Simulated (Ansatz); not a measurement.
## TiB2: band structure with HSE06

The system is TiB2.

```
Ti B
1.0
     3.02920    0.00000    0.00000
    -1.51460    2.62336    0.00000
     0.00000    0.00000    3.22840
Ti B
1 2
Direct
  0.00000 0.00000 0.00000
  0.66667 0.33333 0.50000
  0.33333 0.66667 0.50000
```

```yaml
Program: Ansatz 0.2.0
Task: band structure
Functional: HSE06
Potentials_or_basis: Ansatz PAW
Cutoff: "420 eV (not typed: the program's choice for these potentials)"
k_mesh: 8 × 8 × 6
Occupations: fermi-dirac, width 0.05 eV
Spin: no spin polarisation
Path: "[[\"G\", \"M\", \"K\", \"G\", \"A\", \"L\", \"H\", \"A\"], [\"L\", \"M\"], [\"K\", \"H\"]]"
Points_for_each_segment_of_the_path: 4
```

```
Pressure               : -4.8 GPa
Band gap on the k mesh : none (metal or under the smearing width)
```

Stress tensor (GPa, compression positive):
```
-4.42  0.00  0.00
 0.00 -4.42  0.00
 0.00  0.00 -5.68
```

Levels at the corners of the path, in eV from the Fermi level:
| point | band 6 | band 7 | band 8 | band 9 | band 10 | band 11 | band 12 | band 13 |
| --- | --- | --- | --- | --- | --- | --- | --- | --- |
| Γ | -3.46 | -3.46 | -3.22 | -2.76 | 2.24 | 2.24 | 4.13 | 4.13 |
| M | -11.04 | -4.23 | -4.11 | -2.91 | 1.55 | 3.21 | 3.44 | 3.75 |
| K | -10.01 | -8.78 | -2.45 | -2.45 | 1.46 | 1.46 | 2.28 | 7.72 |
| Γ | -3.46 | -3.46 | -3.22 | -2.76 | 2.24 | 2.24 | 4.13 | 4.13 |
| A | -9.22 | -1.08 | -1.08 | -0.29 | -0.29 | 0.37 | 0.37 | 2.01 |
| L | -9.09 | -5.74 | -4.88 | -4.25 | 3.01 | 3.41 | 5.10 | 5.23 |
| H | -10.23 | -7.03 | -4.19 | -4.19 | 3.05 | 4.84 | 4.84 | 5.04 |
| A | -9.22 | -1.08 | -1.08 | -0.29 | -0.29 | 0.37 | 0.37 | 2.01 |
| L | -9.09 | -5.74 | -4.88 | -4.25 | 3.01 | 3.41 | 5.10 | 5.23 |
| M | -11.04 | -4.23 | -4.11 | -2.91 | 1.55 | 3.21 | 3.44 | 3.75 |
| K | -10.01 | -8.78 | -2.45 | -2.45 | 1.46 | 1.46 | 2.28 | 7.72 |
| H | -10.23 | -7.03 | -4.19 | -4.19 | 3.05 | 4.84 | 4.84 | 5.04 |

It took 59 s on 1 × NVIDIA H100 80GB HBM3 with 2 threads of AMD EPYC 7R13 Processor (Zen 3), with other jobs on the host, peak memory 2.4 GiB.

Caveat: the PAW data sets come from PBE, with cores solved anew for the run's functional, which leaves a small shift of forces and pressure; the thresholds are loose for stress.
